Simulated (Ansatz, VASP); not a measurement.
## SiO2 in VASP and in Ansatz

```
Si O
1.0
     4.81196    0.00000    0.00000
    -2.40598    4.16728    0.00000
     0.00000    0.00000    5.52485
Si O
3 6
Direct
  0.00000 0.50000 0.33333
  0.50000 0.50000 0.66667
  0.50000 0.00000 0.00000
  0.58439 0.79220 0.83333
  0.79220 0.58439 0.50000
  0.79220 0.20780 0.16667
  0.41561 0.20780 0.83333
  0.20780 0.41561 0.50000
  0.20780 0.79220 0.16667
```

Change from the starting cell: strain -0.0450 x Voigt [1, 1, 0, 0, 0, 0], atoms carried along.

Alike in both runs: task single point; functional LDA; k mesh 6 × 6 × 4; occupations gaussian, width 0.05 eV; no spin polarisation.

```csv
,VASP,Ansatz
version,VASP 6.6.1,Ansatz 0.2.0
potentials or method,"VASP PAW LDA potentials, release 64 (Si, O)","scalar-relativistic, plane waves, PAW"
plane-wave cutoff (eV),520,420
valence electrons in the cell,48,48
```

```csv
,VASP,Ansatz,Ansatz less VASP
gap on the k mesh at the Fermi level (eV),5.77,5.78,+0.007
least direct gap on the mesh (eV),5.90,5.90,+0.004
pressure (GPa),21.3,20.5,-0.76
largest component of the traceless stress (GPa),1.37,1.46,+0.088
rms of the force components (eV/Å),0.429,0.424,-0.0042
```

Atom by atom the forces differ by 0.004 eV/Å (rms over components).

Caveats: so large a pressure means that the cell lies far from this level's equilibrium, or that cutoff or potentials fall short (VASP). A k mesh can miss the band edges.
